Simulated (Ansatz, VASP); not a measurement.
# TaN in VASP and in Ansatz

```
Ta N
1.0
     2.93800    0.00000    0.00000
    -1.46900    2.54438    0.00000
     0.00000    0.00000    2.88300
Ta N
1 1
Direct
  0.33333 0.66667 0.50000
  0.00000 0.00000 0.00000
```

Alike in both runs: task single point; functional PBE; k mesh 7 × 7 × 7; occupations gaussian, width 0.05 eV; collinear spin; Hubbard terms Ta d U = 4.0 eV.

```csv
,VASP,Ansatz
version,VASP 6.6.1,Ansatz 0.2.0
potentials or method,"VASP PAW PBE potentials, release 64 (Ta_pv, N)","scalar-relativistic, plane waves, PAW"
plane-wave cutoff (eV),520,420
valence electrons in the cell,16,18
```

Ansatz gave:

- gap on the k mesh at the Fermi level (eV): none
- pressure (GPa): 8.4
- largest component of the traceless stress (GPa): 0.47
- net moment per atom (μB): 0.00

Question: What did VASP give for the same quantities?

Answer: gap on the k mesh at the Fermi level (eV): none; pressure (GPa): 18.4; largest component of the traceless stress (GPa): 1.73; net moment per atom (μB): 0.00.

The programs project onto different local orbitals, so the same U acts differently. A gap of «none» marks a metal or a gap that the smearing closes. The two sets of potentials don't hold the same shells in valence. Ansatz warned: «filled_band_counts_differ_across_k_points».

The runs have no spin-orbit coupling, so splittings on Ta are missing. The state reached can hang on the start; a lower one may exist.
